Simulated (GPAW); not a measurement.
Runs of GPAW 26.7.0 on MgTe. Symmetry: F-43m, No. 216, cubic system. The conventional cell has a = 6.464 Å, b = 6.464 Å, c = 6.464 Å, α = 90.00°, β = 90.00°, γ = 90.00°. Te (site symmetry -43m) has 4 Mg at 2.80 Å as nearest neighbours. Around Mg (site symmetry -43m) lie 4 Te at 2.80 Å. The cell comes from a database or a generator and needn't be the stable form of this composition.

```csv
task,level,potentials or basis,cell,k mesh,cutoff (eV),smearing,response ecut,maxiter,response k mesh,response bands,kernels,gap on the mesh (eV),pressure (GPa)
dielectric tensor,PBE,"GPAW PAW data sets (gpaw-data 1.2.1), pw",as given,6 × 6 × 6,600,fermi-dirac 0.001 eV,80 eV,150,18 × 18 × 18,28,"["RPA", "LR0.1", "ALDA_X"]",2.43,-
phonons,PBE,"GPAW PAW data sets (gpaw-data 1.2.1), pw",relaxed,5 × 5 × 5,680,fermi-dirac 0.05 eV,-,150,-,-,-,2.34,0.0
single point,TB-mBJ,"GPAW PAW data sets for LDA (gpaw-data 1.2.1), pw",as given,8 × 8 × 8,800,fermi-dirac 0.05 eV,-,150,-,-,-,(a),-
single point,PBE,"GPAW PAW data sets (gpaw-data 1.2.1), pw",as given,6 × 6 × 6,600,fermi-dirac 0.05 eV,-,120,-,-,-,2.43,0.7
band structure,r2SCAN,"GPAW PAW data sets (gpaw-data 1.2.1), pw",as given,7 × 7 × 7,800,fermi-dirac 0.05 eV,-,150,-,-,-,3.12,(b)
band structure,PBEsol,"PAW data sets generated in the run's folder for this functional, pw",as given,7 × 7 × 7,800,fermi-dirac 0.05 eV,-,150,-,-,-,2.31,-0.4
```

Alike in all rows: no spin polarisation.

Question: Estimate the missing entries.

Answer: (a) 3.46; (b) 0.1.

Caveats: spin-orbit coupling is left out, which moves the levels of the heavy elements; the cutoff is short for stress and forces, so pressures can be off by a GPa or more (some runs); the PAW data sets were made with another functional, which shifts forces and pressure a little (some runs); the long-wavelength limit can be off by a per cent or two (some runs); the LO-TO splitting is left out (some runs); a model potential gives levels but no total energy (some runs).

A k mesh can miss the band edges, and the runs leave out spin-orbit coupling on Te.
